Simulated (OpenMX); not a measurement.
The system is PtSe2 (Sudovikovite).

```
Pt Se
1.0
     3.72400    0.00000    0.00000
    -1.86200    3.22508    0.00000
     0.00000    0.00000    5.06200
Pt Se
1 2
Direct
  0.00000 0.00000 0.00000
  0.66667 0.33333 0.75000
  0.33333 0.66667 0.25000
```

Base run:

```yaml
Program: OpenMX 3.8.5
Functional: PBE
Dispersion: D3(BJ)
Potentials_or_basis: OpenMX 2013 PBE set, Pt7.0-s3p2d2f1, Se7.0-s3p2d2, grid cutoff 400 Ry
k_mesh: 7 × 7 × 5
Occupations: fermi-dirac, width 0.05 eV
Spin: no spin polarisation
```

Its results: band gap on the k mesh none (metal or under the smearing width); pressure 4.4 GPa; largest force 0.890 eV/Å.

Task: The run is repeated on the same cell with these changes: dispersion from D3(BJ) to none. What comes out?

Result: Band gap on the k mesh none (metal or under the smearing width); pressure 8.2 GPa; largest force 0.862 eV/Å.

Dispersion adds attraction, which lowers the pressure at fixed volume and, as a term added to the energy, leaves the levels alone.

Caveats: the basis of atomic orbitals isn't converged, which shifts pressures, moduli and gaps; pairwise dispersion overbinds metals, which lowers pressure and volume (some runs).

Not every run made on this cell is shown here.
